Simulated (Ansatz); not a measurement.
# AgCl (Chlorargyrite): the cost of one run

Method: DFT LDA, with the methods named in each step, in Ansatz 0.2.0.

The COD entry's cell or inner coordinates are ideal or old and differ from later refinements, so a difference from it is no clean test against experiment.

1 further run of the same task is left out (it didn't finish).

## (1) The structure to begin with

The structure is cubic, space group Fm-3m (No. 225). The conventional cell has a = 5.470 Å, b = 5.470 Å, c = 5.470 Å, α = 90.00°, β = 90.00°, γ = 90.00°. Around Ag (site symmetry m-3m) lie 6 Cl at 2.73 Å. Cl (site symmetry m-3m) is surrounded by 6 Ag at 2.73 Å.

As a file:

```cif
data_structure
_symmetry_space_group_name_H-M 'P 1'
_symmetry_Int_Tables_number 1
_cell_length_a 3.8679
_cell_length_b 3.8679
_cell_length_c 3.8679
_cell_angle_alpha 60.000
_cell_angle_beta 60.000
_cell_angle_gamma 60.000
_cell_volume 40.92
loop_
_atom_site_label
_atom_site_type_symbol
_atom_site_fract_x
_atom_site_fract_y
_atom_site_fract_z
_atom_site_occupancy
Ag1 Ag 0.00000 0.00000 0.00000 1
Cl1 Cl 0.50000 0.50000 0.50000 1
```

Atoms are numbered in the order of the input: Ag1, Cl2.

## (2) The bond as given, LAPW

input.yaml

```yaml
crystal:
  lattice:
    - [0.0, 2.735, 2.735]
    - [2.735, 0.0, 2.735]
    - [2.735, 2.735, 0.0]
  atoms:
    - { symbol: Ag, position: [0.0, 0.0, 0.0] }
    - { symbol: Cl, position: [0.5, 0.5, 0.5] }
kpoints:
  mp_grid: { grid: [7, 7, 7] }
scf:
  occupations: { method: fermi_dirac, width: 0.03 }
hamiltonian:
  xc: lda
  pseudopotentials: { kind: all_electron, lapw: { basis_error: 0.001 } }
output:
  forces: true
  stress: true
  eigenvalues: true
  populations: true
```

Run with:

```console
ansatz run input.yaml --threads 1 --pin off --max-ram 2048MiB --backend cpu --events-out ev --progress --plain --runs-dir out
```

**Question.** How long does this run take on 1 thread of Arm Neoverse V2, shared host, and how much memory does it need?

About 3.6 s, with a peak of 0.25 GiB.
